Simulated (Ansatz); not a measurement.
# Ga2O3 (C2/m) in Ansatz: notebook

The runs below take Ga2O3 through relaxation of cell and atoms, with PBE, RPBE, r2SCAN+rVV10.

Everything below comes from runs of Ansatz 0.2.0. Logs are shortened: lines on timing, memory, paths and dates and some standing lists are left out, and cuts for length are marked.

## (1) The crystal as given

Symmetry: C2/m, No. 12, monoclinic system. The conventional cell has a = 12.214 Å, b = 3.037 Å, c = 5.798 Å, α = 90.00°, β = 103.83°, γ = 90.00°. Ga (site symmetry m) has 6 O at 1.94 to 2.07 Å as nearest neighbours. Ga (site symmetry m) is surrounded by 4 O at 1.83 to 1.86 Å. O (site symmetry m) is surrounded by 3 Ga at 1.83 to 1.94 Å. O (site symmetry m) is surrounded by 4 Ga at 1.86 to 2.07 Å. Around O (site symmetry m) lie 3 Ga at 1.83 to 1.94 Å.

## (2) Relaxation of cell and atoms, PBE

input.yaml

```yaml
crystal:
  lattice:
    - [6.107, -1.51855, 0.0]
    - [6.107, 1.51855, 0.0]
    - [-1.3859888959, 0.0, 5.630008738]
  atoms:
    - { symbol: Ga, position: [0.34134, 0.34134, 0.68598] }
    - { symbol: Ga, position: [0.65866, 0.65866, 0.31402] }
    - { symbol: Ga, position: [0.9095, 0.9095, 0.2054] }
    - { symbol: Ga, position: [0.0905, 0.0905, 0.7946] }
    - { symbol: O, position: [0.5041, 0.5041, 0.7434] }
    - { symbol: O, position: [0.4959, 0.4959, 0.2566] }
    - { symbol: O, position: [0.8267, 0.8267, 0.4368] }
    - { symbol: O, position: [0.1733, 0.1733, 0.5632] }
    - { symbol: O, position: [0.8355, 0.8355, 0.8902] }
    - { symbol: O, position: [0.1645, 0.1645, 0.1098] }
hamiltonian:
  xc: pbe
  pseudopotentials: { kind: paw }
kpoints:
  mp_grid: { grid: [9, 9, 5] }
scf:
  occupations: { method: fermi_dirac, width: 0.05 }
output:
  forces: true
  stress: true
  eigenvalues: true
relax:
  f_tol: 0.01
  max_steps: 40
  cell: { stress_tol: 0.05 }
```

Potentials or basis: Ansatz PAW.

Command:

```sh
$ ansatz run input.yaml --threads 4 --pin off --max-ram 11264MiB --backend cpu --events-out ev --progress --plain --runs-dir out
```

The log of the run:

```text
Warning: RAYON_NUM_THREADS=4 ignored (pool sized by the plan → 4); use --threads N
basis.fft_grid_basis auto: the FFT boxes are laid along the combinations [[1, -1, 0], [0, 1, 0], [0, 0, 1]] of the cell's own vectors, 3.037, 6.293 and 5.798 Å long. The dense box has 24×45×40 points. Along the cell's own vectors, as sized, it would have 45×45×40, 1.88 times as many. Of the 4 symmetry operations that the crystal satisfies within crystal.symmetry.tolerance (time reversal apart; of a slab, those that keep its plane) the dense box along the cell's own vectors carries 4, and the one as laid loses 2 of those. basis.fft_grid_basis: typed keeps the cell's own vectors: state it where this run's energies or levels are differenced outside the engine with another run's, or held beside a run that keeps those vectors.
Engine: ansatz 0.2.0, aarch64-unknown-linux-gnu
Pseudopotentials: kind: paw
Pseudopotential: Ga, paw, valence charge 13, recommended cutoff 420 eV (normal), Ga.paw.azcp
Pseudopotential: O, paw, valence charge 6, recommended cutoff 420 eV (normal), O.paw.azcp
Functional definition: PBE
  parameter kappa = 0.804
  parameter beta = 0.06672455060314922
  exchange = pbe_x(kappa = kappa, mu = beta*pi^2/3)
  correlation = pbe_c(beta = beta)
Crystal: 10 atoms, lattice volume = 104.423 Å³
Basis set: ecut = 420 eV, 2037 PW (Γ), FFT grids on a1−a2, a2, a3, exchange–correlation on 48×90×80 points (8 copies of the dense FFT grid, shifted against one another)
Bands: 54, of which v1, the nominal top of the filled ones, is band 44 counted from 1 (43 counted from 0)
Symmetry: 4 space group operations
Space group: C2/m (ITA 12), of the structure as read, at distance tolerance 4.7e-5 Å
k-points: 115 of 405
Non-local potential: Ga, projectors of the file, l = 0: 2, l = 1: 2, l = 2: 3, l = 3: 1
Non-local potential: O, projectors of the file, l = 0: 2, l = 1: 2, l = 2: 1
PAW form: soft (Blöchl's): semilocal exchange-correlation on the pseudo side does not see the compensation charge
PAW one-centre angular grid: Ga, 590 points (default); XC on 64 Gauss nodes
PAW one-centre angular grid: O, 110 points (default); XC on 64 Gauss nodes
Initial density: superposition of atomic densities (neutral atoms: chi_scale 0, normalization atom), corrected by the library's trained network
Initial wavefunctions: pseudopotential atomic-orbital guess
Functional: x = pbe(κ = 0.804, μ = 0.2195149727645171), c = pbe(β = 0.06672455060314922)
[... 129 lines left out ...]
  atom   2  Ga    -0.00067981     0.00000000     0.00093033
  atom   3  Ga     0.00203843    -0.00000000     0.00111722
  atom   4  Ga    -0.00203843     0.00000000    -0.00111722
  atom   5  O     -0.00056902    -0.00000000    -0.00076231
  atom   6  O      0.00056902     0.00000000     0.00076231
  atom   7  O     -0.00030021    -0.00000000     0.00043301
  atom   8  O      0.00030021     0.00000000    -0.00043301
  atom   9  O      0.00055233     0.00000000    -0.00217685
  atom  10  O     -0.00055233    -0.00000000     0.00217685
  max |Σ_I F_I| component: 4.34e-19 eV/Å
--- Stress (GPa, compression-positive) ---
        0.043653       0.000000       0.000075
        0.000000       0.008675      -0.000000
        0.000075      -0.000000       0.041989
  P = ⅓ Tr σ = 0.0314 GPa (0.314 kbar)
--- Band table (eV; the first three rows and the last of 115) ---
  k-point 0: bands = ["-11.0481", "-10.0000", "-9.9711", "-9.8680", "-9.4241", "-9.4224", "-5.4211", "-5.3924", "-5.3878", "-5.3303", "-5.2406", "-5.2402", "-5.2249", "-5.2244", "-5.1652", "-5.0593", "-5.0471", "-5.0437", "-5.0258", "-5.0113", "-5.0047", "-4.9673", "-4.9562", "-4.8405", "-4.7127", "-4.6432", "0.7477", "1.7826", "2.8655", "3.5634", "4.1823", "4.9781", "5.1105", "5.4244", "5.6436", "5.6997", "5.9671", "6.0158", "6.5858", "6.8632", "6.9045", "7.0946", "7.2750", "7.5399", "9.5733", "12.9375", "13.8542", "14.0274", "15.1177", "15.9755", "16.5601", "16.7776", "18.5497", "19.5822"]
  k-point 1: bands = ["-10.9819", "-10.1208", "-9.9831", "-9.8071", "-9.4748", "-9.3884", "-5.4113", "-5.3937", "-5.3887", "-5.3291", "-5.2911", "-5.2397", "-5.2316", "-5.2124", "-5.1629", "-5.0617", "-5.0588", "-5.0546", "-5.0439", "-5.0160", "-5.0034", "-4.9549", "-4.9535", "-4.8151", "-4.7831", "-4.5240", "0.9143", "1.9768", "2.6810", "3.5826", "4.2588", "4.9855", "5.2507", "5.3170", "5.5891", "5.6102", "5.8445", "5.9789", "6.4182", "6.8358", "6.9151", "6.9426", "7.1951", "7.3067", "10.2464", "13.0941", "13.6548", "14.1497", "14.9447", "15.9971", "16.4483", "16.9992", "18.8690", "19.5601"]
  k-point 2: bands = ["-10.8276", "-10.3362", "-9.9945", "-9.7335", "-9.5074", "-9.3927", "-5.3951", "-5.3908", "-5.3891", "-5.3515", "-5.3199", "-5.2873", "-5.2151", "-5.1885", "-5.1651", "-5.0793", "-5.0766", "-5.0687", "-5.0478", "-5.0259", "-5.0018", "-4.9534", "-4.9253", "-4.8400", "-4.7806", "-4.4159", "1.3723", "2.0191", "2.6141", "3.4831", "4.3990", "4.9246", "5.0774", "5.3962", "5.5406", "5.6252", "5.7124", "6.0251", "6.1284", "6.2857", "6.9294", "6.9954", "7.0171", "7.2706", "11.4230", "12.5675", "13.7792", "14.3369", "15.0163", "15.3570", "17.0304", "17.1720", "18.9565", "18.9929"]
  k-point 114: bands = ["-10.6042", "-10.2854", "-10.0897", "-9.7636", "-9.5572", "-9.3481", "-5.4122", "-5.3880", "-5.3563", "-5.3505", "-5.2989", "-5.2923", "-5.2149", "-5.1975", "-5.1768", "-5.1471", "-5.1032", "-5.1003", "-5.0515", "-5.0377", "-5.0034", "-4.9712", "-4.9574", "-4.8670", "-4.4283", "-4.2597", "1.7963", "2.1944", "2.6341", "3.0998", "4.0121", "4.2773", "4.6998", "4.8632", "5.0778", "5.2670", "5.6647", "6.0921", "6.4822", "6.5207", "6.7921", "6.9951", "7.0228", "7.5545", "12.4764", "12.9888", "13.4589", "14.0499", "14.7499", "15.5749", "17.2302", "17.5278", "18.7898", "19.0743"]
--- Relaxed structure (7 steps of the walk, 7 accepted, 2 SCFs on fresh bases) ---
  F+E_penalty+E_count = -18540.11905218 eV   max|allowed force component| = 2.177e-3 eV/Å   (the final SCF, on the basis selected at the relaxed cell)
  cell:  # Å, volume = 109.6250 Å³
    - [6.22606489720265, -1.5417888822009196, 0.011168554932168725]
    - [6.22606489720265, 1.5417888822009196, 0.011168554932168711]
    - [-1.4027145490120687, -2.5826663757003324e-17, 5.707550706848176]
  atoms:
    - { symbol: Ga, position: [0.3414931229561252, 0.3414931229561252, 0.6858857559286896] }
    - { symbol: Ga, position: [0.6585068770438749, 0.6585068770438749, 0.3141142440713106] }
    - { symbol: Ga, position: [0.9100615931481542, 0.9100615931481542, 0.20528481437193988] }
    - { symbol: Ga, position: [0.08993840685184597, 0.08993840685184595, 0.7947151856280601] }
    - { symbol: O, position: [0.5039871524544027, 0.5039871524544027, 0.743357697837453] }
    - { symbol: O, position: [0.49601284754559727, 0.49601284754559727, 0.25664230216254696] }
    - { symbol: O, position: [0.8263091486384166, 0.8263091486384166, 0.4356957904957556] }
    - { symbol: O, position: [0.1736908513615833, 0.1736908513615833, 0.5643042095042446] }
    - { symbol: O, position: [0.8364551487152536, 0.8364551487152536, 0.8908256344127203] }
    - { symbol: O, position: [0.16354485128474647, 0.16354485128474647, 0.10917436558727976] }
```

Wall time 74 s (4 threads of Arm Neoverse V2, shared host); peak memory 0.8 GiB.

Results:

| Property | Result |
| --- | --- |
| Free energy | -18540.1191 eV |
| Relaxed volume | 10.96 Å³/atom |
| Relaxed cell | a = 6.414 Å, b = 6.414 Å, c = 5.877 Å, α = 103.30°, β = 103.30°, γ = 27.82° |
| Space group after relaxing (to 0.05 Å) | C2/m (No. 12) |
| Energy gained by relaxing | 14.6 meV/atom |
| Ionic steps | 9 |
| Pressure after relaxing | 0.0 GPa |
| Band gap on the k mesh | 2.02 eV, indirect (least direct gap 2.03 eV) |

Forces in eV/Å, atoms in the order of the input:
```
Ga   0.001  0.000 -0.001
Ga  -0.001  0.000  0.001
Ga   0.002  0.000  0.001
Ga  -0.002  0.000 -0.001
O   -0.001  0.000 -0.001
O    0.001  0.000  0.001
O    0.000  0.000  0.000
O    0.000  0.000  0.000
O    0.001  0.000 -0.002
O   -0.001  0.000  0.002
```

Step by step:
| step | energy change (eV) | largest force (eV/Å) | volume (Å³) |
| --- | --- | --- | --- |
| 1 | 0.0000 | 0.2189 | 104.42 |
| 2 | -0.1015 | 0.1307 | 107.40 |
| 3 | -0.1165 | 0.0267 | 109.26 |
| 4 | -0.1163 | 0.0124 | 109.38 |
| 5 | -0.1165 | 0.0170 | 109.35 |
| 6 | -0.1165 | 0.0022 | 109.35 |
| 7 | -0.1460 | 0.0039 | 109.35 |
| 8 | -0.1452 | 0.0022 | 109.63 |
| 9 | -0.1464 | 0.0023 | 109.63 |

Final structure:
```xyz
10
Lattice="6.2261 -1.5418 0.0112 6.2261 1.5418 0.0112 -1.4027 0.0000 5.7076" Properties=species:S:1:pos:R:3 pbc="T T T"
Ga    3.2902    0.0000    3.9224
Ga    7.7592    0.0000    1.8075
Ga   11.0442    0.0000    1.1920
Ga    0.0052    0.0000    4.5379
O     5.2330    0.0000    4.2540
O     5.8164    0.0000    1.4759
O     9.6782    0.0000    2.5052
O     1.3713    0.0000    3.2247
O     9.1661    0.0000    5.1031
O     1.8833    0.0000    0.6268
```

Levels at points of the mesh, in eV from the valence-band top:
```tsv
k point	band 42	band 43	band 44	band 45	band 46	band 47
(0.00, 0.00, 0.00)	-0.46	-0.28	-0.01	2.02	5.38	6.30
```

Caveat: odd divisions of the mesh miss points on the zone boundary, where band edges often lie, so the gap on the mesh can be too wide; the plane-wave basis is chosen anew once the cell has moved, so the energies of steps on either side of that aren't comparable; the pressure holds a Pulay correction of +0.7 GPa for the finite cutoff. Zero-point motion and thermal expansion aren't in these numbers.

[end of part 1 of 2]
